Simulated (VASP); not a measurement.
The system is BaTiO3 (Barioperovskite).

```
CELL_PARAMETERS angstrom
4.03762 0.00000 0.00000
0.00000 2.89675 2.90825
0.00000 -2.89675 2.90825
ATOMIC_POSITIONS crystal
Ba 0.00000 0.00681 0.00681
Ti 0.50000 0.52080 0.52080
O 0.00000 0.49149 0.49149
O 0.50000 0.49405 0.98372
O 0.50000 0.98372 0.49405
```

The cell isn't the ideal one: a relaxed cell with its volume scaled by 1.06.

| Item | Value |
| --- | --- |
| Program | VASP 6.6.1 |
| Task | relaxation of shape and atoms at fixed volume |
| Functional | PBEsol |
| Potentials or basis | VASP PAW PBE potentials, release 64 (Ba_sv, Ti_sv, O) |
| Cutoff | 600 eV |
| k mesh | 10 × 10 × 10 |
| Occupations | methfessel-paxton, width 0.1 eV |
| Spin | no spin polarisation |

At the start: pressure -8.9 GPa; volume 13.61 Å³/atom.

**Question.** Where does the relaxation end?

**Answer.** Over 11 steps the energy falls by 8.2 meV/atom; space group Amm2 (No. 38, to 0.05 Å).

The path:
```csv
step,energy change (eV),largest force (eV/Å),pressure (GPa)
1,0.0000,0.5048,-8.87
2,-0.0242,0.2577,-7.45
3,-0.0283,0.1037,-6.51
4,-0.0354,0.1002,-6.00
5,-0.0381,0.1232,-5.45
6,-0.0395,0.0740,-5.76
7,-0.0396,0.0721,-5.82
8,-0.0405,0.0311,-5.66
9,-0.0405,0.0209,-5.61
10,-0.0408,0.0068,-5.50
11,-0.0408,0.0045,-5.46
```

Final structure:
```
Ba Ti O
1.0
     3.96952    0.00000    0.00000
     0.00000    2.91228    2.94237
     0.00000   -2.91228    2.94237
Ba Ti O
1 1 3
Direct
  0.00000 0.01309 0.01309
  0.50000 0.53021 0.53021
  0.00000 0.48658 0.48658
  0.50000 0.49394 0.97306
  0.50000 0.97306 0.49394
```

Caveat: the PAW data sets were made with another functional, which shifts forces and pressure a little.
